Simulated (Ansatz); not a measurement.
Crystal: Ni.

```
CELL_PARAMETERS angstrom
2.44802 0.00000 0.00000
-1.22401 2.12005 0.00000
0.00000 0.00000 4.07281
ATOMIC_POSITIONS crystal
Ni 0.66667 0.33333 0.75000
Ni 0.33333 0.66667 0.25000
```

This isn't the form of Ni at room conditions, which is fcc.

```yaml
Program: Ansatz 0.2.0
Task: relaxation of cell and atoms
Functional: LDA
Potentials_or_basis: all-electron LAPW, scalar-relativistic
Basis_error_allowed: 0.001 eV/atom
k_mesh: 12 × 12 × 7
Occupations: gaussian, width 0.01 eV
Spin: collinear spin, program default start
```

At the start: volume 10.57 Å³/atom.

Question: How do energy, volume and symmetry change on relaxing?

Answer: Over 6 steps the energy falls by 19.8 meV/atom and the volume is 10.06 Å³/atom (-4.8 %); space group P6_3/mmc (No. 194, to 0.05 Å); moment 1.24 μB per cell.

Step by step:
```csv
step,energy change (eV),largest force (eV/Å),volume (Å³)
1,0.0000,0.0000,21.14
2,-0.0293,0.0000,20.61
3,-0.0394,0.0000,20.06
4,-0.0395,0.0000,20.11
5,-0.0395,0.0000,20.12
6,-0.0395,0.0000,20.12
```

Final structure:
```yaml
crystal:
  lattice:
    - [2.42117, 0.00000, 0.00000]
    - [-1.21058, 2.09679, 0.00000]
    - [0.00000, 0.00000, 3.96253]
  atoms:
    - { symbol: Ni, position: [0.66667, 0.33333, 0.75000] }
    - { symbol: Ni, position: [0.33333, 0.66667, 0.25000] }
```
